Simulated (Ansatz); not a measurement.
C:

```
C
1.0
     2.12732   -1.22828    0.00000
     2.12732    1.22828    0.00000
    -1.37907    0.00000    3.50283
C
2
Cartesian
  -0.6699 0.0000 3.5025
  3.5455 0.0000 0.0003
```

This is a stacking variant of graphite.

Base run:

| Quantity | Value |
| --- | --- |
| Program | Ansatz 0.2.0 |
| Functional | PBEsol |
| Potentials or basis | Ansatz PAW |
| Cutoff | 420 eV |
| Density cutoff | 1680 eV |
| k mesh | 13 × 13 × 8 |
| Occupations | fermi-dirac, width 0.05 eV |
| Spin | no spin polarisation |

Its results: pressure 0.9 GPa; largest force 0.005 eV/Å.

Q: The run is repeated on the same cell with these changes: functional from PBEsol to r2SCAN; cutoff from 420 eV to 500 eV; density cutoff from 1680 eV to 2000 eV. What comes out?

A: Pressure -0.2 GPa; largest force 0.011 eV/Å.

Caveats: the PAW data sets come from PBE, with cores solved anew for the run's functional, which leaves a small shift of forces and pressure; this functional lacks dispersion, which binds the layers, so the pressure and a relaxed spacing across them are unreliable (some runs).

Not every run made on this cell is shown here.
